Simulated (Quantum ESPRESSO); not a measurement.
A run of Quantum ESPRESSO 7.5 is set up as follows.

File pw.in:

```
&CONTROL
  calculation = 'scf'
  prefix = 'pwscf'
  outdir = './tmp'
  pseudo_dir = './pseudo'
  tprnfor = .true.
  disk_io = 'low'
/
&SYSTEM
  ibrav = 0
  celldm(1) = 8
  nat = 4
  ntyp = 2
  ecutwfc = 70
  nbnd = 28
  input_dft = 'rpbe'
  occupations = 'smearing'
  smearing = 'fd'
  degauss = 0.00367493
/
&ELECTRONS
  conv_thr = 4d-09
  electron_maxstep = 150
  mixing_beta = 0.3
  mixing_mode = 'local-TF'
/
ATOMIC_SPECIES
Mo    95.9500 Mo_ONCV_PBE-1.2.upf
S     32.0600 S_ONCV_PBE-1.2.upf
CELL_PARAMETERS alat
  0.7521407801967   0.0000000000000   0.0000000000000
 -0.3760703901061   0.6513730228771   0.0000000000000
  0.0000000000000   0.0000000000000   7.6379422818548
ATOMIC_POSITIONS crystal
Mo     0.0000000000    0.0000000000    0.2319496766
S      0.3333333300    0.6666666600    0.2799269210
S      0.3333333300    0.6666666600    0.7200730790
Mo     0.0000000000    0.0000000000    0.7680503234
K_POINTS automatic
10 10 1 0 0 0
```

Contents of pp_density.in:

```
&INPUTPP
  prefix = 'pwscf'
  outdir = './tmp'
  filplot = 'density.dat'
  plot_num = 0
/
&PLOT
  nfile = 1
  filepp(1) = 'density.dat'
  iflag = 3
  output_format = 6
  fileout = 'density.cube'
/
```

Contents of pp_potential.in:

```
&INPUTPP
  prefix = 'pwscf'
  outdir = './tmp'
  filplot = 'potential.dat'
  plot_num = 11
/
&PLOT
  nfile = 1
  filepp(1) = 'potential.dat'
  iflag = 3
  output_format = 6
  fileout = 'potential.cube'
/
```

File pp_elf.in:

```
&INPUTPP
  prefix = 'pwscf'
  outdir = './tmp'
  filplot = 'elf.dat'
  plot_num = 8
/
&PLOT
  nfile = 1
  filepp(1) = 'elf.dat'
  iflag = 3
  output_format = 6
  fileout = 'elf.cube'
/
```

Potentials or basis: SG15 PBE 1.2.

Command:

```bash
$ OMP_NUM_THREADS=1 mpirun -n 2 pw.x -nk 2 -in pw.in > pw.out
$ OMP_NUM_THREADS=1 mpirun -n 1 pp.x -in pp_density.in > pp_density.out
$ OMP_NUM_THREADS=1 mpirun -n 1 pp.x -in pp_potential.in > pp_potential.out
$ OMP_NUM_THREADS=1 mpirun -n 1 pp.x -in pp_elf.in > pp_elf.out
```

(1) Estimate the work function of the upper face.

(2) Predict the work function of the lower face.

(3) Predict the largest force.

(4) What does it give for the band gap on the k mesh?

Results:

(1) 4.08 eV.

(2) 4.08 eV.

(3) 0.695 eV/Å.

(4) none (metal or under the smearing width).

Caveat: the potentials were made for another functional, which shifts forces and pressure.
